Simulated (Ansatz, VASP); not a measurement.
SrO in VASP and in Ansatz

INCAR

```
ALGO = Normal
EDIFF = 1E-6
ENCUT = 520
GGA = CA
ISIF = 2
ISMEAR = -1
LASPH = T
LCHARG = F
LREAL = F
LWAVE = F
NBANDS = 15
NELM = 100
PREC = Accurate
SIGMA = 0.02
```

KPOINTS

```
k-points
0
Gamma
  8 8 8
```

The input POSCAR:

```
SrO
1.0
    0.0000000000      2.5173403822      2.5173403822
    2.5173403822      0.0000000000      2.5173403822
    2.5173403822      2.5173403822      0.0000000000
Sr O
1 1
Direct
    0.0000000000      0.0000000000      0.0000000000
    0.5000000000      0.5000000000      0.5000000000
```

Input for Ansatz:

```yaml
crystal:
  lattice:
    - [0.0, 2.5173403822, 2.5173403822]
    - [2.5173403822, 0.0, 2.5173403822]
    - [2.5173403822, 2.5173403822, 0.0]
  atoms:
    - { symbol: Sr, position: [0.0, 0.0, 0.0] }
    - { symbol: O, position: [0.5, 0.5, 0.5] }
kpoints:
  mp_grid: { grid: [8, 8, 8] }
  band_path:
    path:
      - [0.0, 0.0, 0.0]
      - [0.5, 0.0, 0.5]
      - [0.625, 0.25, 0.625]
      - [0.375, 0.375, 0.75]
      - [0.0, 0.0, 0.0]
      - [0.5, 0.5, 0.5]
      - [0.5, 0.25, 0.75]
      - [0.5, 0.0, 0.5]
    npoints: 5
scf:
  occupations: { method: fermi_dirac, width: 0.02 }
hamiltonian:
  xc: lda
  pseudopotentials: { kind: all_electron, lapw: { basis_error: 0.00025 } }
output:
  forces: true
  stress: true
  eigenvalues: true
```

Change from the starting cell: volume scaled by 0.94.

Alike in both runs: task single point; functional LDA; k mesh 8 × 8 × 8; occupations fermi-dirac, width 0.02 eV; no spin polarisation.

|  | VASP | Ansatz |
| --- | --- | --- |
| version | VASP 6.6.1 | Ansatz 0.2.0 |
| potentials or method | VASP PAW LDA potentials, release 64 (Sr_sv, O) | all-electron LAPW, scalar-relativistic |
| plane-wave cutoff (eV) | 520 | see its input |

Ansatz gave:

```
gap on the k mesh at the Fermi level (eV) : 3.11
pressure (GPa)                            : 1.9
```

Question: Which values does VASP return?

Answer: gap on the k mesh at the Fermi level (eV): 3.04; pressure (GPa): 2.8.

Ansatz ran all-electron here, so the differences hold the error of VASP's frozen core and of both bases.

A k mesh can miss the band edges.
